Question

A process engineer needs the pressure that builds up in nickel when its volume is held slightly below the natural one. For a small volume strain that pressure is the strain times the bulk modulus, so an error of ten percent in the modulus is an error of ten percent in the pressure. The measured modulus is 180 GPa. The table compares classical force fields with density functionals, each at the volume where its own energy is lowest.

Bulk modulus of fcc nickel from classical force fields and Kohn-Sham DFT, for a static lattice in a periodic one-atom cell. Each modulus is taken at the method's own energy minimum, from a fit to energies at several volumes: four for BP86, five each for PBEsol and r2SCAN, and seven between 9.86 and 11.12 Å³ per atom for the other rows. In the spin column, fm means a ferromagnetic start.

```
        method         rung      program                              potentials                       basis                       spin                k mesh            smearing  bulk modulus (GPa)  computed less measured (GPa)
      2NN MEAM  force field       LAMMPS                  MoCoNiVFeAlCr_2nn.meam                     default                       none      none 1-atom cell                none              187.80                          7.80
           ADP  force field       LAMMPS                                  Ni.adp                     default                       none      none 1-atom cell                none              181.20                          1.20
           EAM  force field       LAMMPS                       Zhou04_create_eam                     default                       none      none 1-atom cell                none              182.00                          2.00
           EMT  force field          ASE                                     EMT                     default                       none      none 1-atom cell                none              174.70                         -5.30
          MEAM  force field       LAMMPS                            library.meam                     default                       none      none 1-atom cell                none              181.10                          1.10
          SNAP  force field       LAMMPS                    Ni_Zuo_JPCA2020.snap                     default                       none      none 1-atom cell                none              205.60                         25.60
quadratic SNAP  force field       LAMMPS          Ni_Zuo_JPCA2020.quadratic.snap                     default                       none      none 1-atom cell                none              194.50                         14.50
           LDA          LDA        JDFTx        PseudoDojo SR LDA 0.4.1 standard                     1333 eV               collinear fm  13x13x13 1-atom cell  Fermi Dirac 0.05eV              255.30                         75.30
          BP86          GGA       ABACUS                       SG15 ONCV 1.2 PBE                     1333 eV               collinear fm  10x10x10 1-atom cell  Fermi Dirac 0.05eV              194.20                         14.20
           PBE          GGA  Ansatz LAPW  all electron LAPW, scalar relativistic  0.0005 eV/atom basis error               collinear fm  13x13x13 1-atom cell  Fermi Dirac 0.05eV              200.40                         20.40
        PBEsol          GGA        FLEUR                            all electron                   4.64 Kmax  collinear-program-default  13x13x13 1-atom cell  Fermi Dirac 0.05eV              231.70                         51.70
        r2SCAN     meta-GGA        FLEUR                            all electron                   4.64 Kmax  collinear-program-default  13x13x13 1-atom cell  Fermi Dirac 0.05eV              210.90                         30.90
```

(a) Companion runs give two more pieces of data. With PBE in JDFTx the energy is lowest at 10.90 Å³ per atom, where the modulus is 199 GPa and rises with pressure at a rate of 4.88. With the functional rev-vdW-DF2 in Quantum ESPRESSO the lowest energy lies at 10.57 Å³. Estimate the modulus that rev-vdW-DF2 should give, and say in which direction the estimate is likely to err.
(b) Use the result to explain the order of the functionals.
(c) Which level and which settings should the engineer choose?

Model answer

(a) The bulk modulus B is the curvature of the energy E as a function of the volume V, times the volume:

B = V d²E/dV²

A metal stiffens when it is squeezed, because the repulsion between neighbouring atoms grows steeply at short distance. If the modulus rises in proportion to pressure, it follows a power law in the volume:

B(V) = B₀ (V₀/V)^B₀′

Here V₀ and B₀ are the volume and modulus at the minimum, and B₀′ is the rate of rise with pressure. Carrying the PBE metal to the smaller volume gives

(10.90/10.57)^4.88 ≈ 1.16
B ≈ 1.16 × 199 GPa ≈ 231 GPa

This should be too high, because a change of functional does more than squeeze the PBE metal. Let D(V) be the energy with rev-vdW-DF2 less the energy with PBE. To move the minimum inward, D must rise with volume, which acts as an extra inward pull. Such a pull should fade as the atoms move apart, so D bends downward and takes some curvature away from the energy.

The calculation bears this out. The modulus with rev-vdW-DF2 is 216 GPa, which is stiffer than PBE but well below the estimate. At one common volume near 10.9 Å³ the order is reversed: rev-vdW-DF2 gives 184 GPa and PBE 199 GPa. The tighter-binding functional has the softer curve, but it is read at a smaller volume, where the modulus of either functional is larger.

A diatomic molecule such as N₂ behaves in a similar way. Its bond is stiffer when it is shorter, so a method that makes the bond too short tends to give too high a vibrational frequency.

(b) The same reasoning accounts for the order of LDA, PBEsol and PBE, although here it rests on theory. LDA is known to bind 3d metals too tightly. On balance, gradient corrections lower the energy of uneven electron densities, and the density becomes more uneven as the crystal expands, so they favour a larger volume. The correction to exchange is weaker in PBEsol than in PBE, so PBEsol should lie between LDA and PBE. LDA accordingly lies 55 GPa above PBE, and PBEsol 31 GPa above it.

The next rung does not bring the result closer to experiment. r2SCAN is 17 % above the measured modulus, against 11 % for PBE. A shorter lattice than that of PBE is the likely reason, but this is a guess.

(c) Among the functionals, PBE at its own relaxed volume is the sensible choice, with the expectation that the modulus comes out about a tenth too high. LDA would overstate the engineer's pressure by 42 %, and it saves little, since LDA and PBE cost nearly the same. r2SCAN costs somewhat more per step, and it is known to exaggerate the magnetic moment of metals such as nickel. BP86 lies 6 GPa below PBE, but it was run with potentials made for PBE and on a coarser k mesh, and its fit uses only four volumes. A curve with four constants passes through four points exactly, so such a fit cannot reveal an error in any of them. This small lead is therefore no ground for preferring BP86.

If only the modulus of pure nickel is wanted, the measured value is better than any of these calculations. Force fields become useful when thousands of atoms must move, because their cost grows in proportion to the number of atoms, whereas that of these functionals grows roughly with its cube in large cells. Their closeness to experiment has to be read with care. MEAM takes the bulk modulus as an input, and the EAM potential was adjusted to elastic data, so their errors of 1 to 2 GPa show that the input is reproduced. Other classical potentials come less close: EMT lies 5 GPa below the measured value and 2NN MEAM 8 GPa above it.

The two SNAP potentials learned from PBE data and should be judged against PBE. One lies 5 GPa above it and the other 6 GPa below. They pass on the excess stiffness of PBE along with a small error of their own.

The volume deserves as much care as the functional. At 10.49 Å³, the volume of the supplied cell, PBE gives 240 GPa, which is 41 GPa more than at its own minimum. An unrelaxed cell can thus shift the modulus by about three quarters as much as a step back from PBE to LDA.

The energies must also be smooth. With volume steps of two percent, an error of 0.25 meV in the middle one of three energies shifts the modulus by ten percent. Errors shared by all volumes cancel, so cutoff and k mesh should be treated alike along the curve. Doubling the volume step makes the same error four times less harmful.

Remarks on the reasoning

The power law took its constants from the PBE curve alone, so rev-vdW-DF2 was a real test. The law got the direction right but predicted a rise of 32 GPa (231 − 199) where the calculation gives 17 GPa. For a neighbouring functional that shrinks the lattice, a good first guess is therefore a stiffer metal, with the power law as a generous estimate of how much. Only one pair of functionals supports this. The two runs come from different programs, and rev-vdW-DF2 was run with potentials made for PBE, so part of the difference between them may not be due to the functional.

It would be a mistake to blame the whole error of PBE on its volume. PBE is known to give nickel a volume close to the measured one, yet its modulus is 20 GPa too high. Part of the gap is not the functional's fault: the calculation describes a lattice at rest, whereas the measured metal is softened by zero-point motion and by heat.

Another mistake is to read meaning into every small difference. PBE differs by about 2 GPa between two programs, so a gap of that size between functionals is no evidence of better physics. The meshes and cutoffs are ordinary working values, not converged limits, so every gap also contains some numerical error. The notes on the data also mention smearing widths of both 0.05 and 0.15 eV, although the table lists 0.05 eV for every functional, which is one more reason for caution. Nickel is also magnetic, and a ferromagnetic start does not guarantee a ferromagnetic result. The rev-vdW-DF2 run and the all-electron PBE run in the table both kept a moment at every volume, so the ferromagnetic state of the recommended functional is confirmed. The final moments of the other functionals were not compared here, and for PBEsol and r2SCAN the start was left to the program. Those moments should be checked before gaps of a few GPa are discussed.

Printed output of the fit:

```
Deviation from the measured modulus:
             row    GPa  percent
        2NN MEAM  187.8    4.333
             ADP  181.2   0.6667
             EAM    182    1.111
             EMT  174.7   -2.944
            MEAM  181.1   0.6111
            SNAP  205.6    14.22
  quadratic SNAP  194.5    8.056
             LDA  255.3    41.83
            BP86  194.2    7.889
             PBE  200.4    11.33
          PBEsol  231.7    28.72
          r2SCAN  210.9    17.17
LDA less PBE in GPa: 54.9
PBEsol less PBE in GPa: 31.3
r2SCAN less PBE in GPa: 10.5
PBE less BP86 in GPa: 6.2
SNAP less PBE in GPa: 5.2
quadratic SNAP less PBE in GPa: -5.9
lowest deviation of the force fields other than SNAP in GPa: -5.3
highest deviation of the force fields other than SNAP in GPa: 7.8
PBE in LAPW less PBE in JDFTx in GPa: 1.677
rev-vdW-DF2 volume below PBE volume in percent: 3.043
rev-vdW-DF2 less PBE at their own minima in GPa: 16.97
PBE modulus from three energies around 10.91 A^3 in GPa: 198.5
rev-vdW-DF2 modulus from three energies around 10.91 A^3 in GPa: 183.8
rev-vdW-DF2 less PBE at this common volume in GPa: -14.69
PBE modulus carried to the rev-vdW-DF2 volume by compression alone in GPa: 231.1
overshoot of compression alone over the rev-vdW-DF2 modulus in GPa: 15.38
PBE modulus at the given cell of 10.49 A^3 in GPa: 240.1
PBE at the given cell less PBE at its own minimum in GPa: 41.41
second difference of the three PBE energies in meV: 5
error of the middle energy alone that shifts the modulus by ten percent in meV: 0.25
```
